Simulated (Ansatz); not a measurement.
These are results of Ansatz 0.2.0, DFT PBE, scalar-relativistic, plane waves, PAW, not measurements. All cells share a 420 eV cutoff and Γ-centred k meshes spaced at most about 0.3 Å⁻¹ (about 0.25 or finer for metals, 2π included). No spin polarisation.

These are static total energies at zero pressure.

Two relaxed structures of In2Ga3As3:

A.

```
In Ga As
1.0
     2.02690    1.17023   14.69767
    -2.02690    1.17023   14.69767
     0.00000   -2.34046   14.69767
In Ga As
2 3 3
Direct
  0.18742 0.18742 0.18742
  0.89554 0.89554 0.89554
  0.38395 0.38395 0.38395
  0.12637 0.12637 0.12637
  0.64192 0.64192 0.64192
  0.44034 0.44034 0.44034
  0.69833 0.69833 0.69833
  0.95601 0.95601 0.95601
```

B.

```
In Ga As
1.0
     3.99614    0.00000    0.00000
    -1.99807    3.46076    0.00000
     0.00000    0.00000   15.03271
In Ga As
2 3 3
Direct
  0.33333 0.66667 0.87527
  0.00000 0.00000 0.72102
  0.33333 0.66667 0.25745
  0.00000 0.00000 0.02332
  0.66667 0.33333 0.47991
  0.33333 0.66667 0.09060
  0.66667 0.33333 0.31393
  0.00000 0.00000 0.53749
```

Task: Which is lower in energy, and by how much?

Result: A is lower, by 63 meV/atom. A has space group R3m (No. 160), 26.1 Å³/atom and no gap on its mesh; B has space group P3m1 (No. 156), 26.0 Å³/atom and no gap. Counting As atoms around Ga and In (those within 1.25 times the shortest such distance or 1.15 times the sum of covalent radii, 1.27 where that leaves under three; a plus sign parts nearer from farther groups; the shortest distance is added where it exceeds 1.18 times the sum of covalent radii; a slash parts the counts of unlike sites), A has In 1/3+3 from 4.2 Å, Ga 3/4 and B has In 1/1 from 3.2 Å, Ga 3/4. Origin: A, invented, then shaken at random and relaxed again; B, invented.

Cells relaxed within their symmetry can be saddle points.
